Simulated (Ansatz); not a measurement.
A relaxation computed with Ansatz, from input to last step.

```yaml
crystal:
  lattice:
    - [-2.971336772, 2.971336772, 4.4525207934]
    - [2.971336772, -2.971336772, 4.4525207934]
    - [2.971336772, 2.971336772, -4.4525207934]
  atoms:
    - { symbol: Ga, position: [-0.0189342194, -0.018959324, -2.51046e-05] }
    - { symbol: Ga, position: [-0.0004936297, -0.0115835249, 0.5110898952] }
    - { symbol: Ga, position: [0.0189091148, 0.5189342194, -2.51046e-05] }
    - { symbol: Ga, position: [-0.0189342194, 0.4810908852, 0.5000251046] }
    - { symbol: Ga, position: [0.4773265798, -0.0115835249, -0.0110898952] }
    - { symbol: Ga, position: [0.5115835249, 0.0226734202, 0.5110898952] }
    - { symbol: Ga, position: [0.5115835249, 0.5004936297, -0.0110898952] }
    - { symbol: Ga, position: [0.518959324, 0.5189342194, 0.5000251046] }
    - { symbol: H, position: [0.125, 0.375, 0.25] }
basis:
  ecutwfc: 420
kpoints:
  mp_grid: { grid: [8, 8, 8] }
hamiltonian:
  xc: pbe
scf:
  occupations: { method: gaussian, width: 0.1 }
output:
  forces: true
  stress: true
  eigenvalues: true
relax:
  adjacent_minimum: "off"
  f_tol: 0.025
  max_steps: 70
  cell: { stress_tol: 0.12 }
```

```bash
ansatz run input.yaml --threads 2 --pin off --max-ram 5120MiB --backend cpu --events-out ev --progress --plain --runs-dir out
```

Level of theory: DFT PBE, scalar-relativistic, plane waves, PAW (Ansatz 0.2.0).

Of 9 frames 9 are shown, positions in Å and forces in eV/Å; the SCF threshold varies from step to step. Steps run on the plane waves of an earlier cell, with a Pulay correction in the pressure. The basis is chosen afresh for the last frame, the zero of the energies, and can be on the way; energy and pressure step there, also at an unchanged geometry. The mark taken_back stands on steps that the optimiser undid.

```xyz
9
Lattice="-2.9713 2.9713 4.4525 2.9713 -2.9713 4.4525 2.9713 2.9713 -4.4525" Properties=species:S:1:pos:R:3:forces:R:3 pbc="T T T" step=1 free_energy_over_end_meV_per_atom=3.14 pressure_GPa=0.22
Ga   -0.0001    0.0000   -0.1686    0.0310    0.0000    0.0110
Ga    1.4857    1.5516   -2.3294    0.0000   -0.0220    0.0060
Ga    1.4857   -1.4858    2.3949    0.0000    0.0310   -0.0110
Ga    2.9715    0.0000   -0.1686   -0.0310    0.0000    0.0110
Ga   -1.4857    1.4198    2.1231    0.0000    0.0220    0.0060
Ga    0.0659    2.9713    0.1032   -0.0220    0.0000   -0.0060
Ga   -0.0659    0.0000    4.5557    0.0220    0.0000   -0.0060
Ga    1.4857    1.4858    2.3949    0.0000   -0.0310   -0.0110
H     1.4857    0.0000    1.1131    0.0000    0.0000    0.0000
9
Lattice="-2.9711 2.9711 4.4766 2.9711 -2.9711 4.4766 2.9711 2.9711 -4.4766" Properties=species:S:1:pos:R:3:forces:R:3 pbc="T T T" step=2 free_energy_over_end_meV_per_atom=2.92 pressure_GPa=-0.02
Ga    0.0047    0.0000   -0.1689   -0.0020    0.0000    0.0000
Ga    1.4855    1.5472   -2.3408    0.0000   -0.0060    0.0010
Ga    1.4855   -1.4808    2.4072    0.0000   -0.0020    0.0000
Ga    2.9663    0.0000   -0.1689    0.0020    0.0000    0.0000
Ga   -1.4855    1.4239    2.1358    0.0000    0.0060    0.0010
Ga    0.0617    2.9711    0.1025   -0.0060    0.0000   -0.0010
Ga   -0.0617    0.0000    4.5791    0.0060    0.0000   -0.0010
Ga    1.4855    1.4808    2.4072    0.0000    0.0020    0.0000
H     1.4855    0.0000    1.1192    0.0000    0.0000    0.0000
9
Lattice="-2.9613 2.9613 4.5280 2.9613 -2.9613 4.5280 2.9613 2.9613 -4.5280" Properties=species:S:1:pos:R:3:forces:R:3 pbc="T T T" step=3 free_energy_over_end_meV_per_atom=2.48 pressure_GPa=-0.24
Ga    0.0079    0.0000   -0.1688   -0.0290    0.0000   -0.0010
Ga    1.4806    1.5343   -2.3649    0.0000    0.0190   -0.0050
Ga    1.4806   -1.4728    2.4328    0.0000   -0.0290    0.0010
Ga    2.9534    0.0000   -0.1688    0.0290    0.0000   -0.0010
Ga   -1.4806    1.4270    2.1630    0.0000   -0.0190   -0.0050
Ga    0.0537    2.9613    0.1010    0.0190    0.0000    0.0050
Ga   -0.0537    0.0000    4.6289   -0.0190    0.0000    0.0050
Ga    1.4806    1.4728    2.4328    0.0000    0.0290    0.0010
H     1.4806    0.0000    1.1320    0.0000    0.0000    0.0000
9
Lattice="-2.9484 2.9484 4.5761 2.9484 -2.9484 4.5761 2.9484 2.9484 -4.5761" Properties=species:S:1:pos:R:3:forces:R:3 pbc="T T T" step=4 free_energy_over_end_meV_per_atom=1.98 pressure_GPa=-0.36
Ga    0.0081    0.0000   -0.1676   -0.0410    0.0000    0.0010
Ga    1.4742    1.5230   -2.3882    0.0000    0.0290   -0.0030
Ga    1.4742   -1.4661    2.4557    0.0000   -0.0410   -0.0010
Ga    2.9403    0.0000   -0.1676    0.0410    0.0000    0.0010
Ga   -1.4742    1.4254    2.1879    0.0000   -0.0290   -0.0030
Ga    0.0488    2.9484    0.1001    0.0290    0.0000    0.0030
Ga   -0.0488    0.0000    4.6762   -0.0290    0.0000    0.0030
Ga    1.4742    1.4661    2.4557    0.0000    0.0410   -0.0010
H     1.4742    0.0000    1.1440    0.0000    0.0000    0.0000
9
Lattice="-2.9101 2.9101 4.6692 2.9101 -2.9101 4.6692 2.9101 2.9101 -4.6692" Properties=species:S:1:pos:R:3:forces:R:3 pbc="T T T" step=5 free_energy_over_end_meV_per_atom=1.14 pressure_GPa=-0.13
Ga   -0.0030    0.0000   -0.1567   -0.0180    0.0000    0.0070
Ga    1.4551    1.4979   -2.4283    0.0000    0.0030    0.0110
Ga    1.4551   -1.4581    2.4913    0.0000   -0.0180   -0.0070
Ga    2.9132    0.0000   -0.1567    0.0180    0.0000    0.0070
Ga   -1.4551    1.4122    2.2409    0.0000   -0.0030    0.0110
Ga    0.0429    2.9101    0.0937    0.0030    0.0000   -0.0110
Ga   -0.0429    0.0000    4.7629   -0.0030    0.0000   -0.0110
Ga    1.4551    1.4581    2.4913    0.0000    0.0180   -0.0070
H     1.4551    0.0000    1.1673    0.0000    0.0000    0.0000
9
Lattice="-2.8656 2.8656 4.7782 2.8656 -2.8656 4.7782 2.8656 2.8656 -4.7782" Properties=species:S:1:pos:R:3:forces:R:3 pbc="T T T" step=6 free_energy_over_end_meV_per_atom=0.21 pressure_GPa=0.27
Ga   -0.0297    0.0000   -0.1235    0.0270    0.0000    0.0240
Ga    1.4328    1.4514   -2.4368    0.0000    0.0190   -0.0070
Ga    1.4328   -1.4625    2.5126    0.0000    0.0270   -0.0240
Ga    2.8953    0.0000   -0.1235   -0.0270    0.0000    0.0240
Ga   -1.4328    1.4142    2.3414    0.0000   -0.0190   -0.0070
Ga    0.0186    2.8656    0.0477    0.0190    0.0000    0.0070
Ga   -0.0186    0.0000    4.8258   -0.0190    0.0000    0.0070
Ga    1.4328    1.4625    2.5126    0.0000   -0.0270   -0.0240
H     1.4328    0.0000    1.1945    0.0000    0.0000    0.0000
9
Lattice="-2.8673 2.8673 4.8140 2.8673 -2.8673 4.8140 2.8673 2.8673 -4.8140" Properties=species:S:1:pos:R:3:forces:R:3 pbc="T T T" step=7 free_energy_over_end_meV_per_atom=0.91 pressure_GPa=-0.09 taken_back
Ga   -0.0353    0.0000   -0.1010    0.0050    0.0000   -0.0550
Ga    1.4337    1.4731   -2.4514    0.0000   -0.1180   -0.0020
Ga    1.4337   -1.4690    2.5080    0.0000    0.0050    0.0550
Ga    2.9026    0.0000   -0.1010   -0.0050    0.0000   -0.0550
Ga   -1.4337    1.3942    2.3626    0.0000    0.1180   -0.0020
Ga    0.0395    2.8673    0.0444   -0.1180    0.0000    0.0020
Ga   -0.0395    0.0000    4.8584    0.1180    0.0000    0.0020
Ga    1.4337    1.4690    2.5080    0.0000   -0.0050    0.0550
H     1.4337    0.0000    1.2035    0.0000    0.0000    0.0000
9
Lattice="-2.8691 2.8691 4.7926 2.8691 -2.8691 4.7926 2.8691 2.8691 -4.7926" Properties=species:S:1:pos:R:3:forces:R:3 pbc="T T T" step=8 free_energy_over_end_meV_per_atom=0.11 pressure_GPa=0.01
Ga   -0.0260    0.0000   -0.1214    0.0000    0.0000   -0.0020
Ga    1.4346    1.4571   -2.4479    0.0000   -0.0020   -0.0010
Ga    1.4346   -1.4606    2.5177    0.0000    0.0000    0.0020
Ga    2.8951    0.0000   -0.1214    0.0000    0.0000   -0.0020
Ga   -1.4346    1.4120    2.3447    0.0000    0.0020   -0.0010
Ga    0.0225    2.8691    0.0516   -0.0020    0.0000    0.0010
Ga   -0.0225    0.0000    4.8442    0.0020    0.0000    0.0010
Ga    1.4346    1.4606    2.5177    0.0000    0.0000    0.0020
H     1.4346    0.0000    1.1981    0.0000    0.0000    0.0000
9
Lattice="-2.8691 2.8691 4.7926 2.8691 -2.8691 4.7926 2.8691 2.8691 -4.7926" Properties=species:S:1:pos:R:3:forces:R:3 pbc="T T T" step=9 free_energy_over_end_meV_per_atom=0.00 pressure_GPa=0.03
Ga   -0.0260    0.0000   -0.1214    0.0000    0.0000   -0.0020
Ga    1.4346    1.4571   -2.4479    0.0000   -0.0020   -0.0020
Ga    1.4346   -1.4606    2.5177    0.0000    0.0000    0.0020
Ga    2.8951    0.0000   -0.1214    0.0000    0.0000   -0.0020
Ga   -1.4346    1.4120    2.3447    0.0000    0.0020   -0.0020
Ga    0.0225    2.8691    0.0516   -0.0020    0.0000    0.0020
Ga   -0.0225    0.0000    4.8442    0.0020    0.0000    0.0020
Ga    1.4346    1.4606    2.5177    0.0000    0.0000    0.0020
H     1.4346    0.0000    1.1981    0.0000    0.0000    0.0000
```

It took 4.1 min on 2 threads of Arm Neoverse V2, on a shared host, peak memory 0.73 GiB.